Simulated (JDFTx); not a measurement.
# Si (P-1) in JDFTx: convergence with energy threshold

Aim: find how far energy threshold must go before the results for Si settle, at RPBE. This setting moves, with any that are tied to it; all else stays.

All numbers are computed with JDFTx 1.7.0 (patched build); they aren't measurements. Logs are shortened: lines on timing, memory, paths and dates and some standing lists are left out, and cuts for length are marked. The log counts tension as positive stress, the text compression.

### 1 The cell of the first run

The typed cell holds 2 atoms: a = 3.849 Å, b = 3.849 Å, c = 3.849 Å, α = 60.00°, β = 60.00°, γ = 60.00°.

The cell isn't the ideal one: atoms moved at random, drawn with an rms of 0.02 Å.

### 2 With energy threshold 0.001 Ha

Contents of Si.in:

```
include Si.lattice
coords-type Lattice
include Si.ionpos

ion-species pseudo/Si.upf
elec-cutoff 40 320
elec-ex-corr gga-x-rpbe gga-c-pbe
kpoint-folding 6 6 6
elec-smearing Fermi 0.0018374661
elec-n-bands 9
electronic-SCF nIterations 100 energyDiffThreshold 0.001
electronic-minimize nIterations 30 energyDiffThreshold 1e-7
forces-output-coords Cartesian

dump-name run.$VAR
dump End Ecomponents EigStats BandEigs Kpoints Forces Stress
```

Contents of Si.lattice:

```
lattice \
    0.0000000000     5.1435532945     5.1435532945 \
    5.1435532945     0.0000000000     5.1435532945 \
    5.1435532945     5.1435532945     0.0000000000
```

Contents of Si.ionpos:

```
ion Si     0.5053960000     0.5065980000     0.4890360000 1
ion Si     0.7447980000     0.7513980000     0.7512880000 1
```

Potentials or basis: SG15-PBE-1.2 with smoothed tails.

Started as:

```
> jdftx -c 1 -i Si.in -o Si.out
```

Wall time 84 s (1 thread of Arm Neoverse V2, shared host); peak memory 0.19 GiB.

What came out:

| Property | Result |
| --- | --- |
| Free energy | -214.6073 eV |
| Pressure | 1.4 GPa |
| Largest force | 0.650 eV/Å |
| Band gap on the k mesh | 0.45 eV, indirect (least direct gap 2.24 eV) |

### 3 With energy threshold 0.0001 Ha

Edit Si.in of step 2 so:

```diff
@@ -10,3 +10,3 @@
 elec-n-bands 9
-electronic-SCF nIterations 100 energyDiffThreshold 0.001
+electronic-SCF nIterations 100 energyDiffThreshold 0.0001
 electronic-minimize nIterations 30 energyDiffThreshold 1e-7
```

Si.lattice is that of step 2.

Si.ionpos is that of step 2.

Potentials or basis: SG15-PBE-1.2 with smoothed tails.

Started as:

```
> jdftx -c 1 -i Si.in -o Si.out
```

Wall time 1.8 min (1 thread of Arm Neoverse V2, shared host); peak memory 0.19 GiB.

What came out:

* Free energy: -214.6081 eV
* Pressure: 2.4 GPa
* Largest force: 0.650 eV/Å
* Band gap on the k mesh: 0.46 eV, indirect (least direct gap 2.21 eV)

### 4 With energy threshold 1e-05 Ha

Edit Si.in of step 3 so:

```diff
@@ -10,3 +10,3 @@
 elec-n-bands 9
-electronic-SCF nIterations 100 energyDiffThreshold 0.0001
+electronic-SCF nIterations 100 energyDiffThreshold 1e-05
 electronic-minimize nIterations 30 energyDiffThreshold 1e-7
```

Si.lattice is that of step 3.

Si.ionpos is that of step 3.

Started as:

```
> jdftx -c 1 -i Si.in -o Si.out
```

Run time: 2 min. Hardware: 1 thread of Arm Neoverse V2, shared host; peak memory 0.19 GiB.

Results:

```yaml
Free_energy: -214.6081 eV
Pressure: 2.3 GPa
Largest_force: 0.650 eV/Å
Band_gap_on_the_k_mesh: 0.46 eV, indirect (least direct gap 2.22 eV)
```

### 5 With energy threshold 1e-06 Ha

Edit Si.in of step 4 so:

```diff
@@ -10,3 +10,3 @@
 elec-n-bands 9
-electronic-SCF nIterations 100 energyDiffThreshold 1e-05
+electronic-SCF nIterations 100 energyDiffThreshold 1e-06
 electronic-minimize nIterations 30 energyDiffThreshold 1e-7
```

Si.lattice is that of step 4.

Si.ionpos is that of step 4.

Started as:

```
> jdftx -c 1 -i Si.in -o Si.out
```

Wall time 2.2 min (1 thread of Arm Neoverse V2, shared host); peak memory 0.19 GiB.

Results:

| Property | Result |
| --- | --- |
| Free energy | -214.6081 eV |
| Pressure | 2.3 GPa |
| Largest force | 0.650 eV/Å |
| Band gap on the k mesh | 0.46 eV, indirect (least direct gap 2.22 eV) |

### 6 With energy threshold 1e-07 Ha

Edit Si.in of step 5 so:

```diff
@@ -10,3 +10,3 @@
 elec-n-bands 9
-electronic-SCF nIterations 100 energyDiffThreshold 1e-06
+electronic-SCF nIterations 100 energyDiffThreshold 1e-07
 electronic-minimize nIterations 30 energyDiffThreshold 1e-7
```

Si.lattice is that of step 5.

Si.ionpos is that of step 5.

Potentials or basis: SG15-PBE-1.2 with smoothed tails.

Started as:

```
> jdftx -c 1 -i Si.in -o Si.out
```

Run time: 2.3 min. Hardware: 1 thread of Arm Neoverse V2, shared host; peak memory 0.19 GiB.

The run converged. Its results:

| Quantity | Value |
| --- | --- |
| Free energy | -214.6081 eV |
| Pressure | 2.3 GPa |
| Largest force | 0.650 eV/Å |
| Band gap on the k mesh | 0.46 eV, indirect (least direct gap 2.22 eV) |

### 7 With energy threshold 1e-08 Ha

Edit Si.in of step 6 so:

```diff
@@ -10,3 +10,3 @@
 elec-n-bands 9
-electronic-SCF nIterations 100 energyDiffThreshold 1e-07
+electronic-SCF nIterations 100 energyDiffThreshold 1e-08
 electronic-minimize nIterations 30 energyDiffThreshold 1e-7
```

Si.lattice is that of step 6.

Si.ionpos is that of step 6.

Started as:

```
> jdftx -c 1 -i Si.in -o Si.out
```

Run time: 2.7 min. Hardware: 1 thread of Arm Neoverse V2, shared host; peak memory 0.19 GiB.

The run converged. Its results:

- Free energy: -214.6081 eV
- Pressure: 2.3 GPa
- Largest force: 0.650 eV/Å
- Band gap on the k mesh: 0.46 eV, indirect (least direct gap 2.22 eV)

### 8 With energy threshold 1e-10 Ha

Edit Si.in of step 7 so:

```diff
@@ -10,3 +10,3 @@
 elec-n-bands 9
-electronic-SCF nIterations 100 energyDiffThreshold 1e-08
+electronic-SCF nIterations 100 energyDiffThreshold 1e-10
 electronic-minimize nIterations 30 energyDiffThreshold 1e-7
```

Si.lattice is that of step 7.

Si.ionpos is that of step 7.

Potentials or basis: SG15-PBE-1.2 with smoothed tails.

Started as:

```
> jdftx -c 1 -i Si.in -o Si.out
```

Log:

```text
*************** JDFTx 1.7.0 (patched build) ***************

Input parsed successfully to the following command list (including defaults):
[... the input with its defaults ...]

---------- Setting up symmetries ----------

Found 48 point-group symmetries of the bravais lattice
Found 2 space-group symmetries with basis
Applied RMS atom displacement 0 bohrs to make symmetries exact.

---------- Initializing the Grid ----------
R =
[            0      5.14355      5.14355  ]
[      5.14355            0      5.14355  ]
[      5.14355      5.14355            0  ]
unit cell volume = 272.157
G =
[  -0.610783   0.610783   0.610783  ]
[   0.610783  -0.610783   0.610783  ]
[   0.610783   0.610783  -0.610783  ]
Minimum fftbox size, Smin = [  60  60  60  ]
Chosen fftbox size, S = [  60  60  60  ]

---------- Initializing tighter grid for wavefunction operations ----------
R =
[            0      5.14355      5.14355  ]
[      5.14355            0      5.14355  ]
[      5.14355      5.14355            0  ]
unit cell volume = 272.157
G =
[  -0.610783   0.610783   0.610783  ]
[   0.610783  -0.610783   0.610783  ]
[   0.610783   0.610783  -0.610783  ]
Minimum fftbox size, Smin = [  44  44  44  ]
Chosen fftbox size, S = [  48  48  48  ]

---------- Exchange Correlation functional ----------
Initialized LibXC exchange functional 'Hammer, Hansen, and Norskov'
[... 39 lines left out ...]
	FillingsUpdate:  mu: +0.183548381  nElectrons: 8.000000
SCF: Cycle:  1   F: -7.837815400229199   dF: -6.559e-02   |Residual|: 2.637e-01   |deigs|: 3.342e-02
	FillingsUpdate:  mu: +0.243315638  nElectrons: 8.000000
SCF: Cycle:  2   F: -7.885608280344921   dF: -4.779e-02   |Residual|: 5.982e-02   |deigs|: 6.420e-02
	FillingsUpdate:  mu: +0.235147344  nElectrons: 8.000000
SCF: Cycle:  3   F: -7.886288131316616   dF: -6.799e-04   |Residual|: 2.388e-02   |deigs|: 9.814e-03
	FillingsUpdate:  mu: +0.240594660  nElectrons: 8.000000
SCF: Cycle:  4   F: -7.886673228392666   dF: -3.851e-04   |Residual|: 4.291e-03   |deigs|: 4.568e-03
	FillingsUpdate:  mu: +0.242142736  nElectrons: 8.000000
SCF: Cycle:  5   F: -7.886699816683004   dF: -2.659e-05   |Residual|: 9.238e-04   |deigs|: 1.334e-03
	FillingsUpdate:  mu: +0.242270793  nElectrons: 8.000000
SCF: Cycle:  6   F: -7.886700845587662   dF: -1.029e-06   |Residual|: 3.407e-04   |deigs|: 1.773e-04
	FillingsUpdate:  mu: +0.242101287  nElectrons: 8.000000
SCF: Cycle:  7   F: -7.886701106661830   dF: -2.611e-07   |Residual|: 9.680e-05   |deigs|: 1.999e-04
	FillingsUpdate:  mu: +0.242113664  nElectrons: 8.000000
SCF: Cycle:  8   F: -7.886701174765640   dF: -6.810e-08   |Residual|: 5.214e-05   |deigs|: 6.571e-05
	FillingsUpdate:  mu: +0.242145074  nElectrons: 8.000000
SCF: Cycle:  9   F: -7.886701196758726   dF: -2.199e-08   |Residual|: 3.815e-05   |deigs|: 8.271e-05
	FillingsUpdate:  mu: +0.242135125  nElectrons: 8.000000
SCF: Cycle: 10   F: -7.886701203235953   dF: -6.477e-09   |Residual|: 1.022e-05   |deigs|: 4.647e-05
	FillingsUpdate:  mu: +0.242133052  nElectrons: 8.000000
SCF: Cycle: 11   F: -7.886701205205916   dF: -1.970e-09   |Residual|: 7.525e-06   |deigs|: 4.743e-05
	FillingsUpdate:  mu: +0.242132389  nElectrons: 8.000000
SCF: Cycle: 12   F: -7.886701205839151   dF: -6.332e-10   |Residual|: 1.635e-06   |deigs|: 5.567e-05
	FillingsUpdate:  mu: +0.242132604  nElectrons: 8.000000
SCF: Cycle: 13   F: -7.886701206037149   dF: -1.980e-10   |Residual|: 1.595e-06   |deigs|: 6.987e-05
	FillingsUpdate:  mu: +0.242131955  nElectrons: 8.000000
SCF: Cycle: 14   F: -7.886701206106251   dF: -6.910e-11   |Residual|: 3.720e-07   |deigs|: 1.465e-04
	FillingsUpdate:  mu: +0.242131959  nElectrons: 8.000000
SCF: Cycle: 15   F: -7.886701206125882   dF: -1.963e-11   |Residual|: 1.183e-07   |deigs|: 7.725e-05
SCF: Converged (|Delta E|<1.000000e-10 for 2 iters).

Setting wave functions to eigenvectors of Hamiltonian

# Stress tensor in Cartesian coordinates [Eh/a0^3]:
[  -7.9446e-05 -5.57251e-05  8.14646e-06  ]
[ -5.57251e-05 -8.01992e-05  2.53348e-05  ]
[  8.14646e-06  2.53348e-05 -7.62511e-05  ]

# Ionic positions in lattice coordinates:
ion Si   0.505396000000000   0.506598000000000   0.489036000000000 1
ion Si   0.744798000000000   0.751398000000000   0.751288000000000 1

# Forces in Cartesian coordinates:
force Si   0.005203198269970   0.001758744784389  -0.011384356525854 1
force Si  -0.005203198269970  -0.001758744784389   0.011384356525854 1

# Energy components:
   Eewald =       -8.3773348373836480
       EH =        0.5638462260656830
     Eloc =       -2.5884843599341356
      Enl =        1.8356851418635900
      Exc =       -2.4137249646479511
       KE =        3.0933148933390910
-------------------------------------
     Etot =       -7.8866979006973708
       TS =        0.0000033054285117
-------------------------------------
        F =       -7.8867012061258821

IonicMinimize: Iter:   0  F: -7.886701206125882  |grad|_K:  7.298e-03
IonicMinimize: None of the convergence criteria satisfied after 0 iterations.

Dumping 'run.eigStats' ...
	eMin: -0.210686 at state 0 ( [ +0.000000 +0.000000 +0.000000 ] spin 0 )
	HOMO: +0.234492 at state 0 ( [ +0.000000 +0.000000 +0.000000 ] spin 0 )
	mu  : +0.242132
	LUMO: +0.251344 at state 108 ( [ +0.500000 +0.500000 +0.000000 ] spin 0 )
	eMax: +0.627411 at state 108 ( [ +0.500000 +0.500000 +0.000000 ] spin 0 )
	HOMO-LUMO gap: +0.016852
	Optical gap  : +0.081443 at state 0 ( [ +0.000000 +0.000000 +0.000000 ] spin 0 )
Done!
```

Run time: 3.3 min. Hardware: 1 thread of Arm Neoverse V2, shared host; peak memory 0.19 GiB.

What came out:

* Free energy: -214.6081 eV
* Pressure: 2.3 GPa
* Largest force: 0.650 eV/Å
* Band gap on the k mesh: 0.46 eV, indirect (least direct gap 2.22 eV)

### 9 The series at a glance

```tsv
energy threshold	energy less the tightest run, at zero smearing (meV/atom)	pressure (GPa)	gap on the mesh (eV)	SCF cycles	CPU time (s)	peak memory (GiB)
0.001 Ha	0.38	1.42	0.454	5	84	0.19
0.0001 Ha	0.00	2.38	0.459	7	110	0.19
1e-05 Ha	0.00	2.30	0.458	8	120	0.19
1e-06 Ha	0.00	2.30	0.458	9	130	0.19
1e-07 Ha	0.00	2.32	0.459	10	140	0.19
1e-08 Ha	0.00	2.31	0.459	12	160	0.19
1e-10 Ha	0.00	2.31	0.459	16	200	0.19
```

Against the tightest run, the energy stays within 1 meV/atom from 0.001 Ha on; the pressure stays within 0.1 GPa from 0.0001 Ha on; the gap on the mesh stays within 0.01 eV from 0.001 Ha on. The tightest run that finished is the yardstick and may itself not be fully converged.

Caveats: the potentials were made for another functional, which shifts forces and pressure.
